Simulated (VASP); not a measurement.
# Pr (Fm-3m) in VASP: reference runs, part 2 of 2

VASP 6.6.1. The steps go on from the part before.

**6. Equation of state, PBE, collinear spin, ferromagnetic start, 35.05 Å³/atom (volume scaled by 1.02)**

Contents of INCAR:

```
PREC     = Accurate       # precision mode
ENCUT    = 520            # plane-wave cutoff, eV
EDIFF    = 1E-7           # SCF threshold, eV
ISMEAR   = -1             # smearing method
SIGMA    = 0.05           # smearing width, eV
LREAL    = F              # projectors in reciprocal space
LASPH    = T              # aspherical terms in the spheres
NELM     = 100            # most SCF steps
ALGO     = Normal         # electronic algorithm
ISIF     = 2              # what is computed and relaxed
LWAVE    = F              # write WAVECAR
LCHARG   = F              # write CHGCAR
ISPIN    = 2              # spin polarisation
MAGMOM   = 2              # initial moments
LORBIT   = 11             # projections on sites
LMAXMIX  = 6              # l up to which the mixer works
GGA      = PE             # functional
NBANDS   = 16             # bands
```

Contents of KPOINTS:

```
Automatic mesh
0
Gamma
  9 9 9
```

Contents of POSCAR:

```
Pr
1.0
    0.0000000000      2.5975899020      2.5975899020
    2.5975899020      0.0000000000      2.5975899020
    2.5975899020      2.5975899020      0.0000000000
Pr
1
Direct
    0.0000000000      0.0000000000      0.0000000000
```

Potentials or basis: VASP PAW PBE potentials, release 64 (Pr).

Launch:

```sh
cat potpaw_PBE.64/Pr/POTCAR > POTCAR
mpirun -np 1 vasp_std > vasp.out
```

It took 77 s on 1 thread of Intel Xeon Platinum 8488C (Sapphire Rapids), shared host; peak memory 0.2 GiB.

Results (log left out):

```yaml
Free_energy: -5.4740 eV
Pressure: -0.9 GPa
Band_gap_on_the_k_mesh: none (metal or under the smearing width)
Net_moment: 2.70 μB per cell
Site_moments: Pr +2.20 μB
Valence_electrons_inside_the_program's_atomic_spheres: Pr 10.02
```

Caveat: the magnetic or orbital state may not be the lowest; spin-orbit coupling is left out, which moves the levels of the heavy elements.

**7. Equation of state, PBE, collinear spin, ferromagnetic start, 35.74 Å³/atom (volume scaled by 1.04)**

Contents of INCAR:

```
PREC = Accurate
ENCUT = 520
EDIFF = 1E-7
ISMEAR = -1
SIGMA = 0.05
LREAL = False
LASPH = True
NELM = 150
ALGO = Normal
ISIF = 2
LWAVE = False
LCHARG = False
ISPIN = 2
MAGMOM = 2
LORBIT = 11
LMAXMIX = 6
GGA = PE
NBANDS = 16
```

KPOINTS is that of step 6.

Contents of POSCAR:

```
Pr
1.0
    0.0000000000      2.6144578416      2.6144578416
    2.6144578416      0.0000000000      2.6144578416
    2.6144578416      2.6144578416      0.0000000000
Pr
1
Direct
    0.0000000000      0.0000000000      0.0000000000
```

Launch:

```sh
cat potpaw_PBE.64/Pr/POTCAR > POTCAR
mpirun -np 1 vasp_std > vasp.out
```

It took 61 s on 1 thread of Intel Xeon Platinum 8488C (Sapphire Rapids), shared host; peak memory 0.19 GiB.

It converged, with:

```yaml
Free_energy: -5.4698 eV
Pressure: -1.3 GPa
Band_gap_on_the_k_mesh: none (metal or under the smearing width)
Net_moment: 2.72 μB per cell
Site_moments: Pr +2.21 μB
Valence_electrons_inside_the_program's_atomic_spheres: Pr 10.01
```

Caveat: the magnetic or orbital state may not be the lowest; spin-orbit coupling is left out, which moves the levels of the heavy elements.

**8. Equation of state, PBE, collinear spin, ferromagnetic start, 36.43 Å³/atom (volume scaled by 1.06)**

Contents of INCAR:

```
SYSTEM = Pr
PREC = Accurate
ENCUT = 520
EDIFF = 1E-7
ISMEAR = -1
SIGMA = 0.05
LREAL = .FALSE.
LASPH = .TRUE.
NELM = 120
ALGO = Normal
ISIF = 2
LWAVE = .FALSE.
LCHARG = .FALSE.
ISPIN = 2
MAGMOM = 2
LORBIT = 11
LMAXMIX = 6
GGA = PE
NBANDS = 16
```

Contents of KPOINTS:

```
regular mesh
0
G
  9 9 9
  0 0 0
```

Contents of POSCAR:

```
Pr
1.0
    0.0000000000      2.6311108883      2.6311108883
    2.6311108883      0.0000000000      2.6311108883
    2.6311108883      2.6311108883      0.0000000000
Pr
1
Direct
    0.0000000000      0.0000000000      0.0000000000
```

Launch:

```sh
cat potpaw_PBE.64/Pr/POTCAR > POTCAR
mpirun -np 1 vasp_std > vasp.out
```

Wall time 57 s (1 thread of Intel Xeon Platinum 8488C (Sapphire Rapids), shared host); peak memory 0.19 GiB.

The run converged. Its results:

```yaml
Free_energy: -5.4641 eV
Pressure: -1.6 GPa
Band_gap_on_the_k_mesh: none (metal or under the smearing width)
Net_moment: 2.75 μB per cell
Site_moments: Pr +2.22 μB
Valence_electrons_inside_the_program's_atomic_spheres: Pr 10.01
```

Caveat: the magnetic or orbital state may not be the lowest; spin-orbit coupling is left out, which moves the levels of the heavy elements.

**9. Equation of state, PBE, collinear spin, ferromagnetic start**

Potentials or basis: VASP PAW PBE potentials, release 64 (Pr).

No new run: the results of the series are fitted here.

What came out:

| Item | Value |
| --- | --- |
| Equilibrium volume | 33.59 Å³/atom (rough: see the caveat) |
| Bulk modulus | 20 GPa (rough) |

Energy against volume, from the lowest point:
| volume (Å³/atom) | energy (meV/atom) |
| --- | --- |
| 32.305 | 3.23 |
| 32.992 | 0.67 |
| 33.680 | 0.00 |
| 34.367 | 1.10 |
| 35.054 | 3.78 |
| 35.742 | 8.02 |
| 36.429 | 13.68 |

Caveat: the fit is doubtful: noisy points or a state that changes with volume; the magnetic or orbital state may not be the lowest; spin-orbit coupling is left out, which moves the levels of the heavy elements. The state reached can hang on the start; a lower one may exist.

**10. Single point, PBE, collinear spin, ferromagnetic start (cell strained at random at fixed volume)**

Contents of INCAR:

```
ALGO = Normal ; EDIFF = 1E-7
ENCUT = 520 ; GGA = PE
ISIF = 2 ; ISMEAR = -1
ISPIN = 2 ; LASPH = T
LCHARG = T ; LELF = T
LMAXMIX = 6 ; LORBIT = 11
LREAL = F ; LVHAR = T
LWAVE = F ; MAGMOM = 2
NBANDS = 16 ; NELM = 100
PREC = Accurate ; SIGMA = 0.05
```

Contents of KPOINTS:

```
k-points
0
Gamma
  9 9 9
```

Contents of POSCAR:

```
Pr
1.0
    0.0611150000      2.4996460000      2.5151470000
    2.6253440000     -0.0026090000      2.5788710000
    2.6709090000      2.6089350000     -0.0481740000
Pr
1
Direct
    0.0065620000     -0.0029910000     -0.0023430000
```

Launch:

```sh
cat potpaw_PBE.64/Pr/POTCAR > POTCAR
mpirun -np 1 vasp_std > vasp.out
```

Run time: 18 min. Hardware: 1 thread of Intel Xeon 6975P-C (Granite Rapids), shared host; peak memory 0.48 GiB.

The run converged. Its results:

```yaml
Free_energy: -5.5240 eV
Pressure: -0.2 GPa
Band_gap_on_the_k_mesh: none (metal or under the smearing width)
Net_moment: 2.68 μB per cell
Site_moments: Pr +2.20 μB
Valence_electrons_inside_the_program's_atomic_spheres: Pr 10.03
```

Stress tensor (GPa, compression positive):
```
-0.26 -0.64 -0.02
-0.64 -0.37  0.64
-0.02  0.64 -0.05
```

Levels at points of the mesh, in eV from the Fermi level:
Spin up:
```tsv
k point	band 4	band 5	band 6	band 7	band 8	band 9	band 10	band 11	band 12	band 13
(0.00, 0.00, 0.00)	-17.30	-3.81	-0.53	-0.26	-0.22	0.43	0.74	0.80	0.93	1.17
```
Spin down:
```
           k point  band 2  band 3  band 4  band 5  band 6  band 7  band 8  band 9
(0.00, 0.00, 0.00)  -16.60  -16.57  -16.42   -3.20    1.35    1.61    1.65    1.73
```

Caveat: the magnetic or orbital state may not be the lowest; spin-orbit coupling is left out, which moves the levels of the heavy elements.

**11. Summary**

```tsv
task	cell	gap on the mesh (eV)	pressure (GPa)	moment (μB)
single point	as given	none	-0.6	2.67
equation of state	as given	-	-	-
single point	cell strained at random at fixed volume	none	-0.2	2.68
```

Alike in all rows: level PBE; potentials or basis VASP PAW PBE potentials, release 64 (Pr); spin collinear, ferromagnetic start; k mesh 9 × 9 × 9; cutoff (eV) 520; smearing fermi-dirac 0.05 eV.

Caveats: the magnetic or orbital state may not be the lowest; spin-orbit coupling is left out, which moves the levels of the heavy elements; the fit is doubtful: noisy points or a state that changes with volume (some runs).

Absolute energies hang on the potentials; compare differences alone.
